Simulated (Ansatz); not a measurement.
**AlP: H interstitial**

Level of theory: DFT PBE, scalar-relativistic, plane waves, PAW (Ansatz). Run with 420 eV cutoff, 2×2×2 k-mesh, shifted by half a step, Gaussian smearing of 0.01 eV, collinear spin in charge 0 alone.

Host crystal, relaxed:

```
Al P
1.0
     0.00000    2.75367    2.75367
     2.75367    0.00000    2.75367
     2.75367    2.75367    0.00000
Al P
1 1
Direct
  0.00000 0.00000 0.00000
  0.75000 0.75000 0.75000
```

Supercell of 32 atoms, rows in host cell vectors: 1 1 -3; 1 1 1; 1 -3 1. Atoms relax at the host's cell, keeping the symmetry that the supercell leaves at the site. The cell is small, so energies carry finite-size errors of tenths of an eV. The host's Kohn–Sham gap is 1.63 eV.

Defect: H interstitial at (0.500, 0.500, 0.500) of the host cell, charge +1.

Problem. Give the relaxed supercell.

Solution.
```xyz
33
Lattice="-5.5073 -5.5073 5.5073 5.5073 5.5073 5.5073 -5.5073 5.5073 -5.5073" Properties=species:S:1:pos:R:3 pbc="T T T"
Al   -5.4686    2.7537    2.7537
Al   -0.0030    5.5103   -0.0030
Al   -2.7537    2.7537    5.5073
Al   -0.0387    2.7537    2.7537
Al    2.7537    5.5461    2.7537
Al   -5.5073   -2.7537    2.7537
Al   -0.0030   -0.0030    5.5103
Al    2.7537    2.7537    5.5461
Al    0.0030    0.0030    0.0030
Al   -2.7537   -2.7537    5.4686
Al   -2.7537    5.5073    2.7537
Al   -5.5073    2.7537   -2.7537
Al   -2.7537    5.4686   -2.7537
Al   -5.5044   -0.0030   -0.0030
Al   -2.7537    2.7537    0.0000
Al   -2.7537    0.0000    2.7537
P     4.0990    4.0990    4.0990
P    -1.3681    6.8755    1.3864
P    -4.1392    4.1209   -4.1392
P    -1.3864    4.1392    4.1392
P    -4.1392    1.3864   -1.3681
P    -1.3681    4.1209   -1.3681
P    -1.3681    1.3864    6.8755
P    -4.1392   -1.3681    1.3864
P    -1.3864    1.3681    1.3681
P     1.4084    4.0990    1.4084
P    -4.1392   -4.1392    4.1209
P    -1.3681   -1.3681    4.1209
P     1.4084    1.4084    4.0990
P    -6.9157    1.4084    1.4084
P    -4.1209    4.1392    1.3681
P    -4.1209    1.3681    4.1392
H     2.7537    2.7537    2.7537
```
Around the defect: 4 P at 2.33 Å, 6 Al at 2.79 Å. The run ended with a moment of 0.00 μB (no spin polarisation).